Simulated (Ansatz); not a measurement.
Crystal: ZrB2.

```xyz
3
Lattice="3.1700 0.0000 0.0000 -1.5850 2.7453 0.0000 0.0000 0.0000 3.5330" Properties=species:S:1:pos:R:3 pbc="T T T"
Zr    0.0000    0.0000    0.0000
B     1.5850    0.9151    1.7665
B     0.0000    1.8302    1.7665
```

Base run:

* Program: Ansatz 0.2.0
* Functional: LDA
* Potentials or basis: Ansatz PAW
* Cutoff: 420 eV (not typed: the program's choice for these potentials)
* k mesh: 10 × 10 × 8
* Occupations: gaussian, width 0.1 eV
* Spin: no spin polarisation

Its results: band gap on the k mesh none (metal or under the smearing width); pressure -8.8 GPa.

Task: The run is repeated on the same cell with these changes: functional from LDA to PBEsol; occupations from gaussian, width 0.1 eV to gaussian, width 0.02 eV. What comes out?

Result: Band gap on the k mesh none (metal or under the smearing width); pressure -4.1 GPa.

Caveats: the PAW data sets come from PBE, with cores solved anew for the run's functional, which leaves a small shift of forces and pressure.
